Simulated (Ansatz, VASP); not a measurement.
**Na in VASP and in Ansatz**

INCAR

```
SYSTEM = Na
AGGAC = 1.0
AGGAX = 1.0
ALDAC = 0.0
ALDAX = 1.0
ALGO = Fast
EDIFF = 1E-6
ENCUT = 520
GGA = B5
ISIF = 2
ISMEAR = -1
LASPH = .TRUE.
LCHARG = .FALSE.
LREAL = .FALSE.
LWAVE = .FALSE.
NBANDS = 10
NELM = 80
PREC = Accurate
SIGMA = 0.1
```

The input KPOINTS:

```
k-points
0
G
  10 10 10
  0 0 0
```

File POSCAR:

```
Na
1.0
    3.4161906484      0.0000000000      0.0000000000
    0.0000000000      3.4161906484      0.0000000000
    0.0000000000      0.0000000000      3.4161906484
Na
1
Direct
    0.0000000000      0.0000000000      0.0000000000
```

Input for Ansatz:

```yaml
crystal:
  lattice:
    - [3.4161906484, 0.0, 0.0]
    - [0.0, 3.4161906484, 0.0]
    - [0.0, 0.0, 3.4161906484]
  atoms:
    - { symbol: Na, position: [0.0, 0.0, 0.0] }
hamiltonian:
  xc: blyp
  pseudopotentials:
    kind: paw
    azcp:
      Na: "pseudopotentials/Na.paw.azcp"
basis:
  ecutwfc: 420
  fft_grid_basis: typed
kpoints:
  mp_grid: { grid: [10, 10, 10], shift: [0, 0, 0] }
magnetization:
  spin_polarized: false
scf:
  occupations: { method: fermi_dirac, width: 0.1 }
  lower_state_search: "off"
output:
  stress: true
  write_density: true
  write_potential: true
  elf: true
  volumetric_format: npy
```

Alike in both runs: task single point; functional BLYP; k mesh 10 × 10 × 10; occupations fermi-dirac, width 0.1 eV; no spin polarisation.

|  | VASP | Ansatz |
| --- | --- | --- |
| version | VASP 6.6.1 | Ansatz 0.2.0 |
| potentials or method | VASP PAW PBE potentials, release 64 (Na_pv) | plane waves (420 eV) with PAW, scalar-relativistic |
| plane-wave cutoff (eV) | 520 | 420 |
| valence electrons in the cell | 7 | 9 |

```csv
,VASP,Ansatz,Ansatz less VASP
pressure (GPa),0.2,0.2,+0.03
```

With one functional, cell and mesh, what is left measures potentials, basis and numerics. The two sets of potentials don't hold the same shells in valence.

Caveats: the PAW data sets were made with another functional, which shifts forces and pressure a little (VASP).
